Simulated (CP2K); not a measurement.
# Moving the strain (εzz = s) in KF

```
K F
1.0
     3.77857    0.00000    0.00000
     1.88928    3.27233    0.00000
     1.88928    1.09078    3.08519
K F
1 1
Cartesian
  0.0000 0.0000 0.0000
  3.7786 2.1816 1.5426
```

Kept alike: task atomic charges; functional PBE; k mesh 9 × 9 × 9; occupations fermi-dirac, width 0.05 eV; no spin polarisation. Program: CP2K, POTENTIAL_UZH K GTH-PBE-q9, F GTH-PBE-q7; TZVP-MOLOPT-PBE-GTH basis. The mesh is that of the run's cell of 2 atoms. No spin-orbit coupling.

```csv
s,free energy over the lowest row (meV/atom)
-0.04,14.73
-0.02,7.20
0,2.31
0.02,0.00
0.04,0.20
0.06,3.08
```

The cell shown is the unstrained one; x, y and z are its Cartesian axes; atoms keep their fractions.

Q: What does the strain (εzz = s) change here?

A: The free energy is lowest at 0.02, and 14.73 meV an atom higher at -0.04.
